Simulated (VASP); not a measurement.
Crystal: ZnO (zincite).

```
Zn O
1.0
     3.27949    0.00000    0.00000
    -1.63974    2.84012    0.00000
     0.00000    0.00000    5.29327
Zn O
2 2
Direct
  0.33333 0.66667 0.49997
  0.66667 0.33333 0.99997
  0.66667 0.33333 0.37904
  0.33333 0.66667 0.87904
```

| Item | Value |
| --- | --- |
| Program | VASP 6.6.1 |
| Task | relaxation of cell and atoms |
| Functional | PBEsol |
| Potentials or basis | VASP PAW PBE potentials, release 64 (Zn, O) |
| Cutoff | 600 eV |
| k mesh | 9 × 9 × 6 |
| Occupations | gaussian, width 0.02 eV |
| Spin | no spin polarisation |

At the start: pressure -5.3 GPa; volume 12.33 Å³/atom.

Problem. How do energy, volume and symmetry change on relaxing?

Solution. Over 3 steps the energy falls by 8.3 meV/atom and the volume is 11.84 Å³/atom (-3.9 %); space group P6_3mc (No. 186, to 0.05 Å).

Step by step:
| step | energy change (eV) | largest force (eV/Å) | pressure (GPa) | volume (Å³) |
| --- | --- | --- | --- | --- |
| 1 | 0.0000 | 0.0018 | -5.28 | 49.30 |
| 2 | -0.0250 | 0.0048 | 2.87 | 46.46 |
| 3 | -0.0332 | 0.0037 | 0.04 | 47.37 |

Final structure:
```cif
data_structure
_symmetry_space_group_name_H-M 'P 1'
_symmetry_Int_Tables_number 1
_cell_length_a 3.2359
_cell_length_b 3.2359
_cell_length_c 5.2232
_cell_angle_alpha 90.000
_cell_angle_beta 90.000
_cell_angle_gamma 120.000
_cell_volume 47.37
loop_
_atom_site_label
_atom_site_type_symbol
_atom_site_fract_x
_atom_site_fract_y
_atom_site_fract_z
_atom_site_occupancy
Zn1 Zn 0.33333 0.66667 0.49998 1
Zn2 Zn 0.66667 0.33333 0.99998 1
O1 O 0.66667 0.33333 0.37903 1
O2 O 0.33333 0.66667 0.87903 1
```

Caveat: the PAW data sets were made with another functional, which shifts forces and pressure a little.
